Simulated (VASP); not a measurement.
**SrO: band structure with PBE0**

SrO:

```
Sr O
1.0
     0.00000    2.56630    2.56630
     2.56630    0.00000    2.56630
     2.56630    2.56630    0.00000
Sr O
1 1
Direct
  0.50000 0.50000 0.50000
  0.00000 0.00000 0.00000
```

- Program: VASP 6.6.1
- Task: band structure
- Functional: PBE0
- Potentials or basis: VASP PAW PBE potentials, release 64 (Sr_sv, O)
- Cutoff: 520 eV
- k mesh: 6 × 6 × 6
- Occupations: gaussian, width 0.02 eV
- Spin: no spin polarisation
- Ladder: free
- Grid for exact exchange (PRECFOCK): Fast
- Exchange at q = 0: truncated
- Further INCAR settings: ALGO = Normal; EDIFF = 1e-06; NBANDS = 15

| Property | Result |
| --- | --- |
| Pressure | 1.7 GPa |
| Band gap on the k mesh | 5.47 eV, indirect (least direct gap 5.58 eV) |
| Band gap along the path | 5.47 eV, indirect (least direct gap 5.58 eV) |

Levels at the corners of the path, in eV from the valence-band top:
```
point  band 5  band 6  band 7  band 8  band 9  band 10  band 11  band 12
    Γ  -14.67    0.00    0.00    0.00    6.22     8.65     8.65     8.65
    X  -15.07   -0.49   -0.10   -0.10    5.47    10.37    12.86    12.96
    X  -15.07   -0.49   -0.10   -0.10    5.47    10.37    12.86    12.96
    W  -14.23   -1.23   -0.47   -0.47    8.41     8.41    11.24    13.93
    W  -14.23   -1.23   -0.47   -0.47    8.41     8.41    11.24    13.93
    K  -14.46   -1.02   -0.63   -0.52    7.08    10.43    11.37    12.88
    K  -14.46   -1.02   -0.63   -0.52    7.08    10.43    11.37    12.88
    Γ  -14.67    0.00    0.00    0.00    6.22     8.65     8.65     8.65
    Γ  -14.67    0.00    0.00    0.00    6.22     8.65     8.65     8.65
    L  -13.67   -2.32   -1.23   -1.23    9.04    10.77    11.52    11.52
    L  -13.67   -2.32   -1.23   -1.23    9.04    10.77    11.52    11.52
    U  -14.46   -1.02   -0.63   -0.52    7.08    10.43    11.37    12.88
    U  -14.46   -1.02   -0.63   -0.52    7.08    10.43    11.37    12.88
    W  -14.23   -1.23   -0.47   -0.47    8.41     8.41    11.24    13.93
    W  -14.23   -1.23   -0.47   -0.47    8.41     8.41    11.24    13.93
    L  -13.67   -2.32   -1.23   -1.23    9.04    10.77    11.52    11.52
    L  -13.67   -2.32   -1.23   -1.23    9.04    10.77    11.52    11.52
    K  -14.46   -1.02   -0.63   -0.52    7.08    10.43    11.37    12.88
    U  -14.46   -1.02   -0.63   -0.52    7.08    10.43    11.37    12.88
    X  -15.07   -0.49   -0.10   -0.10    5.47    10.37    12.86    12.96
```

Run time: 11 min on 4 MPI ranks on Intel(R) Xeon(R) 6975P-C (Granite Rapids), with other jobs on the host, peak memory 0.22 GiB a rank.

Caveat: the PAW data sets were made with another functional, which shifts forces and pressure a little.
